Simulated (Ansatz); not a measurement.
Born–Oppenheimer molecular dynamics of a periodic cell of 16 atoms, WC (start crystal WC, start structure P-6m2, volume 1.15 times the crystal's). It starts from a structure without forces on its atoms.

Computed with DFT PBE, scalar-relativistic, plane waves, PAW in Ansatz 0.2.0. Settings: PAW set soft_1, cutoff 420 eV, k mesh 2x2x2, fermi-dirac smearing 0.36 eV, no spin polarisation.

```yaml
ensemble: NVT, Langevin thermostat
time_step: 0.75 fs
steps_asked: 180
set_temperature: 4200 K
friction: 0.02 /fs
seed: 575096
```

First frame:

```xyz
16
Lattice="-3.0021 -5.1998 0.0000 4.5031 -2.5999 0.0000 0.0000 0.0000 5.8900" Properties=species:S:1:pos:R:3
W 0.000 -5.200 0.000
C 1.501 -4.333 1.472
W 0.000 -5.200 2.945
C 1.501 -4.333 4.418
W -1.501 -2.600 0.000
C 0.000 -1.733 1.472
W -1.501 -2.600 2.945
C 0.000 -1.733 4.418
W 1.501 -2.600 0.000
C 3.002 -1.733 1.472
W 1.501 -2.600 2.945
C 3.002 -1.733 4.418
W 0.000 0.000 0.000
C -1.501 -4.333 1.472
W 0.000 0.000 2.945
C -1.501 -4.333 4.418
```

(1) What does the run give?

(2) What happens to the structure?

(3) How do temperature and energy run in time?

Answers

(1) The run went to its last step.

| Quantity | Value |
| --- | --- |
| steps done | 180 |
| time covered | 135 fs |
| mean temperature over the second half | 3401 K |
| spread of the potential energy over the second half | 45.4 meV per atom |
| mean potential energy of the second half above the start | 419.9 meV per atom |

The mean temperature of the second half is 19 % below the set value. A run of 0.14 ps of so small a system gives no equilibrium averages. Limits of this set-up: coarse k mesh.

(2) Mean squared displacements from the first frame to the last, about the centre of mass: W 0.04 Å², C 0.10 Å². The details hang on the random start.

(3) 
```
time (fs)  T (K)  potential energy less start (eV)
      0.0   3938                             0.000
     11.2   2579                             3.991
     22.5   2877                             4.905
     33.8   3318                             4.386
     45.0   2369                             7.793
     56.2   3677                             6.950
     67.5   3219                             7.604
     78.8   3998                             7.656
     90.0   3154                             6.987
    101.2   3390                             6.707
    112.5   3012                             6.454
    123.8   3131                             5.612
    135.0   1948                             6.174
```

The run took 19 min on 1 thread of Arm Neoverse V1 (shared host), peak memory 0.55 GiB.
